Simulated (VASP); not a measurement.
Write the native input for VASP 6.6.1 that does the following.

```
Task                   : single point
Functional             : PBE
Potentials or basis    : VASP PAW PBE potentials, release 64 (Cs_sv, Br)
Cutoff                 : 520 eV
k mesh                 : 1 × 1 × 1
Occupations            : fermi-dirac, width 0.0388 eV
Spin                   : no spin polarisation
Dipole correction      : no
Further INCAR settings : LREAL = Auto; ALGO = Normal; EDIFF = 1e-06; NBANDS = 78
```

The structure of CsBr lies in POSCAR:

```
CsBr
1.0
    0.0000000000      8.6004786145      0.0000000000
    0.0000000000      0.0000000000      8.6004786145
    8.6004786145      0.0000000000      0.0000000000
Cs Br
8 8
Direct
   -0.0684727009      0.0119137556      0.0474194540
   -0.0134695992      0.5274714587     -0.0171771836
    0.4367734830      0.0337478893     -0.0212507941
    0.4941893574      0.5130757482      0.0426146051
   -0.0252924296     -0.0137621411      0.5230990276
   -0.0177347107      0.5062540348      0.5209161258
    0.4684093968     -0.0389881790      0.4403723525
    0.5037790563      0.4891732412      0.5041517100
    0.1828644742      0.2751780577      0.2310849302
    0.2061273656      0.7233721841      0.2841336058
    0.7258246058      0.2521678266      0.2618406604
    0.7605581379      0.7236087989      0.2373859748
    0.2694891882      0.2454257600      0.6874586014
    0.1683865590      0.7789779267      0.7744649221
    0.7662120093      0.2905632479      0.7567859060
    0.6627698592      0.7899746403      0.7676930896
```

One way to write it, as run:

INCAR

```
SYSTEM = CsBr
PREC = Accurate
ENCUT = 520
EDIFF = 1E-6
ISMEAR = -1
SIGMA = 0.0388
LREAL = Auto
LASPH = .True.
NELM = 100
ALGO = Normal
ISIF = 2
LWAVE = .False.
LCHARG = .False.
GGA = PE
NBANDS = 78
```

KPOINTS

```
regular mesh
0
Gamma
  1 1 1
  0 0 0
```

Potentials or basis: VASP PAW PBE potentials, release 64 (Cs_sv, Br).

The run is started by

```console
$ cat potpaw_PBE.64/Cs_sv/POTCAR potpaw_PBE.64/Br/POTCAR > POTCAR
$ mpirun -np 1 vasp_gam > vasp.out
```

It gave:

- Pressure: 2.8 GPa
- Largest force: 0.581 eV/Å
- Band gap on the k mesh: 4.31 eV, direct

Caveat: the k mesh is coarse (spacing up to 0.73 Å⁻¹), so the values aren't converged; spin-orbit coupling is left out, which moves the levels of the heavy elements; an odd mesh through Γ misses points on the zone boundary, where band edges often lie.

Wall time 55 s on 1 thread of Intel(R) Xeon(R) 6975P-C (Granite Rapids) (shared host), peak memory 0.5 GiB.
